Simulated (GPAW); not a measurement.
## Ge in GPAW: the effect of functional

Slab: Ge, a slab with vacuum.

```
Ge
1.0
     3.99759    0.00000    0.00000
    -1.99879    3.46201    0.00000
     0.00000    0.00000   22.42960
Ge
6
Direct
  0.33333 0.66667 0.33438
  0.66667 0.33333 0.37139
  0.66667 0.33333 0.48149
  0.33333 0.66667 0.51851
  0.33333 0.66667 0.62861
  0.66667 0.33333 0.66562
```

The slab is cut from a database's or a generator's crystal, which needn't be the stable form of the element.

The cell isn't the ideal one: the (0 0 1) slab of Ge, cut from the database cell, not relaxed.

Alike in all runs:

| Property | Result |
| --- | --- |
| Program | GPAW 26.7.0 |
| Task | single point |
| Cutoff | 450 eV |
| Basis | pw |
| k mesh | 8 × 8 × 1 |
| Occupations | fermi-dirac, width 0.05 eV |
| Spin | no spin polarisation |

| functional | potentials or basis | largest force (eV/Å) | work function (eV) |
| --- | --- | --- | --- |
| LDA | the program's PAW data sets (release 1.2.1) made for this functional | ? | ? |
| PBEsol | PAW data sets generated in the run's folder for this functional | 0.31 | 4.65 |
| RPBE | the program's PAW data sets (release 1.2.1) made for this functional | 0.38 | 4.48 |
| r2SCAN | GPAW PAW data sets (gpaw-data 1.2.1) | 0.43 | 4.77 |
| vdW-DF-cx | GPAW PAW data sets (gpaw-data 1.2.1) | 0.27 | 4.82 |
| BEEF-vdW | GPAW PAW data sets (gpaw-data 1.2.1) | 0.34 | 4.82 |
| revPBE | the program's PAW data sets (release 1.2.1) made for this functional | 0.37 | 4.49 |
| WC | PAW data sets generated in the run's folder for this functional | 0.31 | 4.63 |

Problem. What does the run with functional LDA give?

Solution. Largest force 0.31 eV/Å; work function 4.83 eV.

Caveats: the PAW data sets were made with another functional, which shifts forces and pressure a little (some runs).

Runs at the PBE level aren't shown here.
